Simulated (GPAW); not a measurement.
Crystal: SnTe.

```
Te Sn
1.0
     0.00000    3.15085    3.15085
     3.15085    0.00000    3.15085
     3.15085    3.15085    0.00000
Te Sn
1 1
Cartesian
  3.1509 3.1509 3.1509
  0.0000 0.0000 0.0000
```

| Item | Value |
| --- | --- |
| Program | GPAW 26.7.0 |
| Task | relaxation of cell and atoms |
| Functional | PBEsol |
| Dispersion | D3 |
| Potentials or basis | PAW data sets generated in the run's folder for this functional |
| Cutoff | 600 eV |
| Basis | pw |
| k mesh | 7 × 7 × 7 |
| Occupations | fermi-dirac, width 0.05 eV |
| Spin | no spin polarisation |

At the start: pressure -1.5 GPa; volume 31.28 Å³/atom.

How do energy, volume and symmetry change on relaxing?

Over 3 steps the energy falls by 4.9 meV/atom and the volume is 30.24 Å³/atom (-3.3 %); space group Fm-3m (No. 225, to 0.05 Å).

Step by step:
| step | energy change (eV) | largest force (eV/Å) | pressure (GPa) | volume (Å³) |
| --- | --- | --- | --- | --- |
| 1 | 0.0000 | 0.0000 | -1.53 | 62.56 |
| 2 | -0.0034 | 0.0000 | -1.25 | 62.16 |
| 3 | -0.0098 | 0.0000 | 0.06 | 60.48 |

Final structure:
```
CELL_PARAMETERS angstrom
0.00000 3.11544 3.11544
3.11544 0.00000 3.11544
3.11544 3.11544 0.00000
ATOMIC_POSITIONS crystal
Te 0.50000 0.50000 0.50000
Sn 0.00000 0.00000 0.00000
```

Caveat: later steps reuse the first step's grids.
